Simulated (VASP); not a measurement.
# SiC (Moissanite) (P6_3mc) in VASP: further runs, part 3 of 3

VASP 6.6.1. The steps go on from the part before.

## (5) Dielectric tensor, PBE

INCAR reads:

```
SYSTEM = SiC
ALGO     = Normal         ! electronic algorithm
EDIFF    = 1E-6           ! SCF threshold, eV
ENCUT    = 400            ! plane-wave cutoff, eV
GGA      = PE             ! functional
ISIF     = 2              ! what is computed and relaxed
ISMEAR   = 0              ! smearing method
LASPH    = .TRUE.         ! aspherical terms in the spheres
LCHARG   = .FALSE.        ! write CHGCAR
LEPSILON = .TRUE.         ! dielectric tensor by DFPT
LREAL    = .FALSE.        ! projectors in reciprocal space
LWAVE    = .FALSE.        ! write WAVECAR
NELM     = 100            ! most SCF steps
PREC     = Accurate       ! precision mode
SIGMA    = 0.01           ! smearing width, eV
```

KPOINTS reads:

```
k-points
0
G
  8 8 4
  0 0 0
```

POSCAR reads:

```
SiC
1.0
    3.0760000000      0.0000000000      0.0000000000
   -1.5380000000      2.6638941420      0.0000000000
    0.0000000000      0.0000000000      5.0480000000
Si C
2 2
Direct
    0.6666666667      0.3333333333      0.5000000000
    0.3333333333      0.6666666667      0.0000000000
    0.6666666667      0.3333333333      0.8850000000
    0.3333333333      0.6666666667      0.3850000000
```

Potentials or basis: VASP PAW PBE potentials, release 64 (Si, C).

The run is started by

```bash
cat potpaw_PBE.64/Si/POTCAR potpaw_PBE.64/C/POTCAR > POTCAR
mpirun -np 1 vasp_std > vasp.out
```

OUTCAR:

```text
SYSTEM = SiC
   EDIFF = 1E-6
   ENCUT = 400
   GGA = PE
   ISIF = 2
   ISMEAR = 0
   LASPH = .TRUE.
   LEPSILON = .TRUE.
   LREAL = .FALSE.
   NELM = 100
   PREC = Accurate

 Found     30 irreducible k-points:

 Following reciprocal coordinates:
            Coordinates               Weight
  0.000000  0.000000  0.000000      1.000000
  0.125000  0.000000  0.000000      6.000000
  0.250000  0.000000  0.000000      6.000000
  0.375000 -0.000000  0.000000      6.000000
  0.500000  0.000000  0.000000      3.000000
  0.125000  0.125000  0.000000      6.000000
   k-points           NKPTS =     30   k-points in BZ     NKDIM =     30   number of bands    NBANDS=     12
   number of dos      NEDOS =    301   number of ions     NIONS =      4
[... 237 lines left out ...]
           6.962222     0.000000     0.000000
           0.000000     6.962222     0.000000
           0.000000     0.000000     7.356444
 ------------------------------------------------------

 PIEZOELECTRIC TENSOR (including local field effects)  for field in x, y, z        (e  Angst)
          XX          YY          ZZ          XY          YZ          ZX
  --------------------------------------------------------------------------------
  x     0.00000     0.00000     0.00000     0.00000     0.00000     1.44378
  y     0.00000     0.00000     0.00000     0.00000     1.44378     0.00000
  z     1.27088     1.27088    -1.99359     0.00000     0.00000     0.00000

 PIEZOELECTRIC TENSOR (including local field effects)  for field in x, y, z        (C/m^2)
          XX          YY          ZZ          XY          YZ          ZX
  --------------------------------------------------------------------------------
  x     0.00000     0.00000     0.00000     0.00000     0.00000     0.55923
  y     0.00000     0.00000     0.00000     0.00000     0.55923     0.00000
  z     0.49226     0.49226    -0.77219     0.00000     0.00000     0.00000

 BORN EFFECTIVE CHARGES (including local field effects) (in |e|, cummulative output)
 ---------------------------------------------------------------------------------
 ion    1
    1     2.66666     0.00000     0.00000
    2     0.00000     2.66666     0.00000
    3     0.00000     0.00000     2.90454
 ion    2
    1     2.66666     0.00000     0.00000
    2     0.00000     2.66666     0.00000
    3     0.00000    -0.00000     2.90454
 ion    3
    1    -2.66666     0.00000     0.00000
    2     0.00000    -2.66666     0.00000
    3    -0.00000     0.00000    -2.90454
 ion    4
    1    -2.66666     0.00000     0.00000
    2     0.00000    -2.66666     0.00000
    3     0.00000    -0.00000    -2.90454
```

OSZICAR:

```text
N       E                     dE             d eps       ncg     rms          rms(c)
DAV:   1     0.298616861685E+02    0.29862E+02   -0.63477E+03   720   0.964E+02
[... 13 lines left out ...]
RMM:   5    -0.780889632386E+00   -0.66892E-02   -0.55093E-04  1238   0.183E-01    0.163E-02
RMM:   6    -0.781361822260E+00   -0.47219E-03   -0.12779E-05  1293   0.245E-02    0.709E-03
RMM:   7    -0.781554626580E+00   -0.19280E-03   -0.23609E-06  1281   0.876E-03    0.171E-03
RMM:   8    -0.781632468502E+00   -0.77842E-04   -0.15164E-06  1268   0.392E-03    0.348E-04
RMM:   9    -0.781629806411E+00    0.26621E-05   -0.12290E-06   862   0.123E-03    0.173E-04
RMM:  10    -0.781631933382E+00   -0.21270E-05   -0.12707E-06   699   0.107E-03    0.251E-05
RMM:  11    -0.781632534566E+00   -0.60118E-06   -0.15015E-06   469   0.943E-04    0.101E-05
```

stdout:

```text
POSCAR found type information on POSCAR SiC
 POSCAR found :  2 types and       4 ions
 scaLAPACK will be used
 LDA part: xc-table for (Slater+PW92), standard interpolation
 POSCAR, INCAR and KPOINTS ok, starting setup
 FFT: planning ... GRIDC
 FFT: planning ... GRID_SOFT
 FFT: planning ... GRID
 WAVECAR not read
 entering main loop
 Linear response reoptimize wavefunctions to high precision
 Linear response G [H, r] |phi>, progress :
  Direction:   1
 Linear response G [H, r] |phi>, progress :
  Direction:   2
 Linear response G [H, r] |phi>, progress :
  Direction:   3
 Linear response to external field (no local field effect), progress :
  Direction:   1
 dielectric tensor                  component  1 :     5.971    -2.214    -0.748
 Linear response to external field (no local field effect), progress :
  Direction:   2
 dielectric tensor                  component  2 :    -2.214     8.440    -0.485
 Linear response to external field (no local field effect), progress :
  Direction:   3
 dielectric tensor                  component  3 :    -0.749    -0.484     7.578
 Linear response to external field, progress :
  Direction:   1
 dielectric tensor                  component  1 :     6.962    -0.742     0.000
 Linear response to external field, progress :
  Direction:   2
 dielectric tensor                  component  2 :    -1.220     6.962    -0.000
 Linear response to external field, progress :
  Direction:   3
 dielectric tensor                  component  3 :    -0.747    -0.483     7.356
 Born effective charges drift removed
```

Wall time 62 s (1 thread of Intel Xeon Platinum 8559C (Emerald Rapids), shared host); peak memory 0.17 GiB.

The run converged, but some of its settings lie outside the range that counts as converged, so its numbers aren't taken as properties of the crystal.

What came out:

- Band gap on the k mesh: 2.58 eV, indirect (least direct gap 4.08 eV)
- Electronic dielectric tensor (diagonal): 6.96, 6.96, 7.36
- Born charges (mean of the diagonal): Si +2.75; C -2.75 e

## (6) Dielectric tensor, PBE

Changes to INCAR since step 5:

```diff
@@ -2,3 +2,3 @@
 ALGO     = Normal         ! electronic algorithm
-EDIFF    = 1E-6           ! SCF threshold, eV
+EDIFF    = 1E-8           ! SCF threshold, eV
 ENCUT    = 400            ! plane-wave cutoff, eV
@@ -13,3 +13,3 @@
 NELM     = 100            ! most SCF steps
-PREC     = Accurate       ! precision mode
+PREC     = Normal         ! precision mode
 SIGMA    = 0.01           ! smearing width, eV
```

KPOINTS is that of step 5.

POSCAR is that of step 5.

Potentials or basis: VASP PAW PBE potentials, release 64 (Si, C).

The run is started by

```bash
cat potpaw_PBE.64/Si/POTCAR potpaw_PBE.64/C/POTCAR > POTCAR
mpirun -np 1 vasp_std > vasp.out
```

OUTCAR:

```text
SYSTEM = SiC
   EDIFF = 1E-8
   ENCUT = 400
   GGA = PE
   ISIF = 2
   ISMEAR = 0
   LASPH = .TRUE.
   LEPSILON = .TRUE.
   LREAL = .FALSE.
   NELM = 100
   PREC = Normal

 Found     30 irreducible k-points:

 Following reciprocal coordinates:
            Coordinates               Weight
  0.000000  0.000000  0.000000      1.000000
  0.125000  0.000000  0.000000      6.000000
  0.250000  0.000000  0.000000      6.000000
  0.375000 -0.000000  0.000000      6.000000
  0.500000  0.000000  0.000000      3.000000
  0.125000  0.125000  0.000000      6.000000
   k-points           NKPTS =     30   k-points in BZ     NKDIM =     30   number of bands    NBANDS=     12
   number of dos      NEDOS =    301   number of ions     NIONS =      4
   total plane-waves  NPLWV =   7168
   dimension x,y,z NGX =    16 NGY =   16 NGZ =   28
   dimension x,y,z NGXF=    32 NGYF=   32 NGZF=   56
   ions per type =               2   2
   NGX,Y,Z   is equivalent  to a cutoff of   8.65,  8.65,  9.22 a.u.
   NGXF,Y,Z  is equivalent  to a cutoff of  17.29, 17.29, 18.44 a.u.
 SYSTEM =  SiC
   PREC   = normal    normal or accurate (medium, high low for compatibility)
   ISTART =      0    job   : 0-new  1-cont  2-samecut
   ICHARG =      2    charge: 1-file 2-atom 10-const
   ISPIN  =      1    spin polarized calculation?
   LNONCOLLINEAR =      F non collinear calculations
   LSORBIT =      F    spin-orbit coupling
   LASPH  =      T    aspherical Exc in radial PAW
[... 210 lines left out ...]
     1.27100  0.00000  0.00000           (  0.05778  0.00000  0.00000)
     0.00000  1.27100  0.00000           (  0.00000  0.05778  0.00000)
     0.00000  0.00000 -1.99348           (  0.00000  0.00000 -0.12119)

 PIEZOELECTRIC TENSOR FIELD DIRECTION 3  (C/m^2)
 -----------------------------------------------------------------------------
     0.49230  0.00000  0.00000
     0.00000  0.49230  0.00000
     0.00000  0.00000 -0.77215

 MACROSCOPIC STATIC DIELECTRIC TENSOR (including local field effects in DFT)
 ------------------------------------------------------
           6.962187    -0.000000     0.000000
          -0.000000     6.962187    -0.000000
           0.000000     0.000000     7.356492
 ------------------------------------------------------

 PIEZOELECTRIC TENSOR (including local field effects)  for field in x, y, z        (e  Angst)
          XX          YY          ZZ          XY          YZ          ZX
  --------------------------------------------------------------------------------
  x     0.00000     0.00000     0.00000    -0.00000     0.00000     1.44389
  y    -0.00000     0.00000     0.00000     0.00000     1.44389     0.00000
  z     1.27100     1.27100    -1.99348     0.00000     0.00000     0.00000

 PIEZOELECTRIC TENSOR (including local field effects)  for field in x, y, z        (C/m^2)
          XX          YY          ZZ          XY          YZ          ZX
  --------------------------------------------------------------------------------
  x     0.00000     0.00000     0.00000    -0.00000     0.00000     0.55927
  y    -0.00000     0.00000     0.00000     0.00000     0.55927     0.00000
  z     0.49230     0.49230    -0.77215     0.00000     0.00000     0.00000

 BORN EFFECTIVE CHARGES (including local field effects) (in |e|, cummulative output)
 ---------------------------------------------------------------------------------
 ion    1
    1     2.66680     0.00000     0.00000
    2    -0.00000     2.66680     0.00000
    3     0.00000     0.00000     2.90449
 ion    2
    1     2.66680     0.00000     0.00000
    2    -0.00000     2.66680     0.00000
    3     0.00000    -0.00000     2.90449
 ion    3
    1    -2.66680     0.00000     0.00000
    2     0.00000    -2.66680    -0.00000
    3     0.00000     0.00000    -2.90449
 ion    4
    1    -2.66680     0.00000     0.00000
    2     0.00000    -2.66680    -0.00000
    3    -0.00000     0.00000    -2.90449
```

Run time: 43 s. Hardware: 1 thread of Intel Xeon Platinum 8559C (Emerald Rapids), shared host; peak memory 0.17 GiB.

These settings aren't checked as converged: the numbers below hold their error.

Results:

```
Band gap on the k mesh                  : 2.58 eV, indirect (least direct gap 4.08 eV)
Electronic dielectric tensor (diagonal) : 6.96, 6.96, 7.36
Born charges (mean of the diagonal)     : Si +2.75; C -2.75 e
```
